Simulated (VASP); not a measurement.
Write the native input for VASP 6.6.1 that does the following.

```
Task                   : relaxation of shape and atoms at fixed volume
Functional             : PBE
Dispersion             : D3(BJ)
Potentials or basis    : VASP PAW PBE potentials, release 64 (Al, N)
Cutoff                 : 600 eV
k mesh                 : 12 × 12 × 6
Occupations            : gaussian, width 0.03 eV
Spin                   : no spin polarisation
Further INCAR settings : ALGO = Normal; EDIFF = 1e-07; IBRION = 2; EDIFFG = -0.01; NSW = 40; ISIF = 4
```

The structure of AlN lies in POSCAR:

```
AlN                                     
1.0
    3.1278359475      0.0000000000     -0.0000000000
   -1.5639179738      2.7087853894      0.0000000000
    0.0000000000      0.0000000000      5.0086999915
  Al              N             
     2     2
Direct
     0.3333333332999970    0.6666666667000030    0.9990618219442239
     0.6666666667000030    0.3333333332999970    0.4990618219442238
     0.3333333332999970    0.6666666667000030    0.3809381780557788
     0.6666666667000030    0.3333333332999970    0.8809381780557787
```

The cell isn't the ideal one: a relaxed cell with its volume scaled by 1.02.

The input as run:

INCAR

```
  ALGO = Normal
  EDIFF = 1E-7
  EDIFFG = -0.01
  ENCUT = 600
  GGA = PE
  IBRION = 2
  ISIF = 4
  ISMEAR = 0
  IVDW = 12
  LASPH = T
  LCHARG = F
  LREAL = F
  LWAVE = F
  NELM = 80
  NSW = 40
  PREC = Accurate
  SIGMA = 0.03
```

KPOINTS

```
k-points
0
Gamma
  12 12 6
```

Potentials or basis: VASP PAW PBE potentials, release 64 (Al, N).

The run is started by

```console
$ cat potpaw_PBE.64/Al/POTCAR potpaw_PBE.64/N/POTCAR > POTCAR
$ mpirun -np 1 vasp_std > vasp.out
```

Results of the run:

```yaml
Energy_gained_by_relaxing: 0.0 meV/atom
Ionic_steps: 2
Pressure_after_relaxing: -3.9 GPa
Largest_force_after_relaxing: 0.008 eV/Å
Band_gap_on_the_k_mesh: 4.07 eV, direct
Dispersion_energy_per_atom: -0.264 eV
```

Wall time 47 s on 1 thread of Intel(R) Xeon(R) Platinum 8259CL CPU @ 2.50GHz (Skylake/Cascade Lake), on a shared host, peak memory 0.21 GiB.
